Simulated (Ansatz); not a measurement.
**Bi under changes of volume**

One of the cells (33.614 Å³/atom); the others are scaled copies at fixed shape and fractional positions:

```
Bi
1.0
     3.23838    0.00000    0.00000
     0.00000    3.22164    0.00000
    -0.08045    0.00000    6.44389
Bi
2
Cartesian
  1.7022 0.0000 4.8302
  1.4558 0.0000 1.6137
```

This isn't the form of Bi at room conditions, which is rhombohedral.

```yaml
Program: Ansatz 0.2.0
Functional: PBE0
Potentials_or_basis: Ansatz PAW
Cutoff: "420 eV (not typed: the program's choice for these potentials)"
k_mesh: 4 × 4 × 2
Occupations: fermi-dirac, width 0.05 eV
Spin: no spin polarisation
```

```tsv
volume (Å³/atom)	energy over the lowest point (meV/atom)	pressure (GPa)	largest force (eV/Å)
31.597	37.59	4.6	0.367
32.270	21.06	3.4	0.352
32.942	9.38	2.2	0.341
33.614	?	?	?
34.286	0.00	0.1	0.315
34.959	1.42	-0.8	0.301
35.631	6.37	-1.6	0.288
```

Problem. What does the run at 33.614 Å³/atom give?

Solution. Energy over the lowest point 2.50 meV/atom; pressure 1.1 GPa; largest force 0.328 eV/Å.

Worked out: A Birch-Murnaghan fit of order 3 (a polynomial in V^(-2/3)) to the other rows has its minimum at 34.38 Å³/atom with B0 = V·E''(V) = 48 GPa and B' = 3.3 at fixed shape and positions, which overstates the stiffness. It gives 2.58 meV/atom at 33.614 Å³/atom, against the run's 2.50, and -dE/dV = 1.1 GPa, against 1.1.

Energies are extrapolated to zero smearing.

Caveats: all runs use coarse meshes; the PAW data sets come from PBE, with cores solved anew for the run's functional, which leaves a small shift of forces and pressure; the thresholds are loose for stress.
